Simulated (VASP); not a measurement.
Set up this calculation in VASP 6.6.1, as an ASE script.

```yaml
Task: relaxation of the atoms
Functional: revPBE
Dispersion: dDsC
Potentials_or_basis: VASP PAW PBE potentials, release 64 (Rb_sv)
Cutoff: 520 eV
k_mesh: 5 × 5 × 5
Occupations: methfessel-paxton, width 0.2 eV
Spin: spin-orbit coupling, no magnetisation
Optimiser: BFGS
Further_INCAR_settings: ALGO = Fast; EDIFF = 1.00e-06
```

The structure of Rb lies in POSCAR:

```
Rb
1.0
   -2.8186920000      2.7496550000      2.8402730000
    2.7022310000     -2.8215750000      2.7957320000
    2.8640710000      2.8669550000     -2.9121930000
Rb
1
Direct
   -0.0037210000     -0.0031400000     -0.0034490000
```

The cell isn't the ideal one: cell strained at random at fixed volume.

One way to write it, as run:

run.py

```python
from ase.calculators.vasp import Vasp
from ase.io import read
from ase.optimize import BFGS

atoms = read('POSCAR')
calc = Vasp(
    directory='calc',
    xc='revpbe',
    pp='PBE',
    setups='recommended',
    prec='Accurate',
    encut=520,
    ediff=1e-06,
    ismear=1,
    sigma=0.2,
    lreal=False,
    lasph=True,
    nelm=60,
    algo='Fast',
    isif=2,
    lwave=False,
    lcharg=False,
    lorbit=11,
    lsorbit=True,
    gga_compat=False,
    ivdw=4,
    kpts=[5, 5, 5],
    gamma=True,
)
atoms.calc = calc
opt = BFGS(atoms, trajectory='relax.traj')
converged = opt.run(fmax=0.005, steps=40)
print('converged:', converged)

print('energy (eV):', atoms.get_potential_energy())
print('free energy (eV):', atoms.get_potential_energy(force_consistent=True))
print('forces (eV/A):')
print(atoms.get_forces())
print('stress (eV/A^3, Voigt):', atoms.get_stress())
print('Fermi level (eV):', calc.get_fermi_level())
print('cell (A, degrees):', atoms.cell.cellpar())
print('volume (A^3):', atoms.get_volume())
print('scaled positions:')
print(atoms.get_scaled_positions())
```

Potentials or basis: VASP PAW PBE potentials, release 64 (Rb_sv).

Run with:

```bash
$ python run.py
```

It gave:

```
Pressure after relaxing                               : -0.1 GPa
Valence electrons inside the program's atomic spheres : Rb 7.29
Dispersion energy per atom                            : -0.185 eV
```

Caveat: the relaxation stopped at its first step, so nothing moved; the PAW data sets were made with another functional, which shifts forces and pressure a little.

Run time: 3.9 min on 1 thread of Intel(R) Xeon(R) 6975P-C (Granite Rapids) (shared host), peak memory 0.49 GiB.
